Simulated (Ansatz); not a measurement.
Sn: pressure and largest V_zz as volume scale varies

Periodic Kohn-Sham DFT of a crystal at fixed atoms, scaled to volume_scale times the given cell; pressure positive in compression, energy less spherical unpolarised free atoms, largest_vzz the field gradient of largest size among the nuclei. The results are calculated, by Ansatz 0.2.0.

The cell before it is scaled or strained (space group I4_1/amd, No. 141):
```
cell vectors (Å)
  -2.9159     2.9159     1.5907
   2.9159    -2.9159     1.5907
   2.9159     2.9159    -1.5907
atoms (fractions of the cell vectors)
Sn  0.00000  0.00000  0.00000
Sn  0.75000  0.25000  0.50000
```

Settings of every row: method frozen-core PAW; functional PBE; relativity scalar; k mesh 15x15x15; filling fermi-dirac; smearing width 0.05 eV; wave cutoff 420 eV; paw set soft_2.

Atom start moment: 0 on all atoms.

Limits: field gradient without spin-orbit coupling on heavy atoms; no gap: field gradients move with the k mesh.

| row | volume scale | V (Å³/atom) | pressure (GPa) | largest V_zz (1e21 V/m^2) |
| --- | --- | --- | --- | --- |
| 1 | 0.94 | 25.427 | 6.922 | 4.789 |
| 2 | 0.9405 | 25.44 | 6.88 | 4.787 |
| 3 | 0.96 | 25.964 | 5.334 | 4.721 |
| 4 | 0.99 | 26.779 | 3.265 | 4.604 |
| 5 | 1 | 27.048 | ? | ? |
| 6 | 1.01 | 27.32 | 2.067 | 4.524 |
| 7 | 1.04 | 28.132 | 0.503 | 4.412 |

Question: what pressure and largest V_zz should row 5 give?

Worked fit of pressure. Take u = (V_r/V)^(2/3) − 1 with V_r = 26.371 Å³ an atom, which is twice the finite (Eulerian) strain; such expansions in the strain, on which the Birch-Murnaghan equation of state is built, carry the rest volume and the bulk modulus. The shown rows have u = 0.0246, 0.02425, 0.01042, -0.01018, -0.02329, -0.04218. Least squares give pressure = 4.2608 + 101.029 × u + 284.61 × u² GPa; a straight line predicts inner rows, each left out in turn, worse (root mean square 0.16 against 0.0091 GPa). The rows lie off it by 0.004, 0.002, -0.010, 0.003, 0.005, -0.003 (root mean square 0.0052 GPa). The withheld row has u = -0.01676, so the fit gives 4.2608 + 101.029 × (-0.01676) + 284.61 × (-0.01676)² = 2.648 GPa.

The calculation gave 2.649 GPa. The fit lies 0.001 GPa (0.016 % of the column's range) below it, one unit of the last digit.

Worked fit of largest V_zz. Take t = volume scale − 0.98. The shown rows have t = -0.04, -0.0395, -0.02, 0.01, 0.03, 0.06. Their means are 8.3333e-05 and 4.6395 1e21 V/m^2; the sums about the means are S_tt = 0.00816 and S_ty = -0.03091, whose ratio is the slope. Least squares give largest V_zz = 4.6398 − 3.787 × t 1e21 V/m^2. The rows lie off it by -0.002, -0.002, 0.005, 0.002, -0.002, -0.001 (root mean square 0.0026 1e21 V/m^2). The withheld row has t = 0.02, so the fit gives 4.6398 − 3.787 × (0.02) = 4.564 1e21 V/m^2.

The calculation gave 4.564 1e21 V/m^2. The fit meets it to the printed digit.
